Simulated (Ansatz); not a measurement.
# ZnS: trigonal deformation path

All numbers below come from DFT PBEsol, scalar-relativistic, plane waves, PAW (Ansatz). The runs took a 420 eV cutoff, a Γ-centred 10×10×10 mesh and Gaussian smearing (0.05 eV). No spin polarisation. Energies are free energies at this smearing, counted from the undisturbed cell; pressure is positive in compression.

The starting cell (relaxed at this level):

```yaml
crystal:
  lattice:
    - [0.00000, 2.67826, 2.67826]
    - [2.67826, 0.00000, 2.67826]
    - [2.67826, 2.67826, 0.00000]
  atoms:
    - { symbol: Zn, position: [0.00000, 0.00000, 0.00000] }
    - { symbol: S, position: [0.75000, 0.75000, 0.75000] }
```

At fixed volume and fractional coordinates, lengths along (0.577, 0.577, 0.577) are scaled against those across it; ρ is that ratio over its starting value.

```
    ρ  ΔE (meV/atom)
0.500         5705.9
0.600         2557.4
0.710          967.1
0.850          181.8
0.930           33.2
1.000            0.0
1.080           32.5
1.200          166.9
1.410          521.5
1.700         1031.4
2.000         1432.2
```

Task: Predict the pressure (GPa) at each point.

Result:
```
    ρ  pressure (GPa)
0.500            93.9
0.600            47.5
0.710            19.5
0.850             3.9
0.930             0.7
1.000             0.0
1.080             0.7
1.200             3.8
1.410            11.4
1.700            19.4
2.000            24.3
```

Cost: 11 runs of about 1 core-minutes in all, on Arm Neoverse V2 (shared hosts).